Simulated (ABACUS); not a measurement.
A run of ABACUS 3.10.1:

File run_abacus.py:

```python
"""ABACUS run from a structure file: ASE reads it, the script writes STRU, KPT and INPUT."""
import re
import subprocess
from ase.io import read
from ase.units import Bohr

atoms = read("POSCAR")
atoms = atoms[(-atoms.numbers).argsort(kind="stable")]  # ABACUS lists atoms element by element
pseudo = {'In': 'In.upf'}
orbital = {'In': 'In_confined-atom_8au_2s2p2d.orb'}
magmoms = None
kmesh = [6, 6, 4]
params = {
    'suffix': 'In',
    'calculation': 'cell-relax',
    'basis_type': 'lcao',
    'pseudo_dir': './',
    'orbital_dir': './',
    'symmetry': 1,
    'dft_functional': 'pbe',
    'ecutwfc': 100,
    'pseudo_rcut': 7,
    'nspin': 1,
    'nbands': 17,
    'ks_solver': 'genelpa',
    'smearing_method': 'fd',
    'smearing_sigma': 0.00367493,
    'scf_thr': 1e-07,
    'scf_nmax': 100,
    'mixing_type': 'broyden',
    'mixing_beta': 0.7,
    'cal_force': 1,
    'cal_stress': 1,
    'out_mul': 1,
    'relax_nmax': 60,
    'force_thr_ev': 0.01,
    'relax_method': 'cg',
    'out_stru': 1,
    'stress_thr': 0.2,
    'fixed_axes': 'volume',
    'press1': 50,
    'press2': 50,
    'press3': 50,
}

symbols = atoms.get_chemical_symbols()
elements = list(dict.fromkeys(symbols))
lines = ["ATOMIC_SPECIES"] + [f"{e} {atoms.get_masses()[symbols.index(e)]:.4f} {pseudo[e]}" for e in elements]
if orbital:
    lines += ["", "NUMERICAL_ORBITAL"] + [orbital[e] for e in elements]
lines += ["", "LATTICE_CONSTANT", f"{1 / Bohr:.10f}", "", "LATTICE_VECTORS"]
lines += [" ".join(f"{x:.10f}" for x in v) for v in atoms.cell]
lines += ["", "ATOMIC_POSITIONS", "Direct"]
for e in elements:
    lines += ["", e, "0.0", str(symbols.count(e))]
    for i, p in enumerate(atoms.get_scaled_positions(wrap=False)):
        if symbols[i] == e:
            mag = "" if magmoms is None else " mag " + " ".join(str(x) for x in (magmoms[i] if isinstance(magmoms[i], list) else [magmoms[i]]))
            lines.append(" ".join(f"{x:.10f}" for x in p) + " 1 1 1" + mag)
open("STRU", "w").write("\n".join(lines) + "\n")
open("KPT", "w").write("K_POINTS\n0\nGamma\n%d %d %d 0 0 0\n" % tuple(kmesh))
open("INPUT", "w").write("INPUT_PARAMETERS\n" + "".join(f"{k:<20s}{v}\n" for k, v in params.items()))

done = subprocess.run(['mpirun', '-np', '4', 'abacus'])
if done.returncode:
    raise SystemExit(done.returncode)
log = open("OUT.In/running_cell-relax.log").read()
print("final energy (eV):", re.findall(r"FINAL_ETOT_IS (\S+)", log))
```

The input POSCAR:

```
In
1.0
    3.3354847820      0.0000000000      0.0000000000
   -1.6677423910      2.8886145552      0.0000000000
    0.0000000000      0.0000000000      5.5091429200
In
2
Direct
    0.6666666667      0.3333333333      0.7500000000
    0.3333333333      0.6666666667      0.2500000000
```

Potentials or basis: PseudoDojo NC SR 0.4.1 PBE standard, DZP LCAO (the cutoffs set its grid).

Command:

```console
$ OMP_NUM_THREADS=1 python run_abacus.py > log
```

Hardware: 4 MPI ranks on AMD EPYC 7R43 64-Core Processor (Zen 3), on a shared host.

How long does it take, and how much memory?

Run time: 25 s on 4 MPI ranks on AMD EPYC 7R43 64-Core Processor (Zen 3), with other jobs on the host, peak memory 0.36 GiB a rank. Counts: scf iterations 22, k points 21, bands 17, basis 36, ion steps 4, ranks 4.
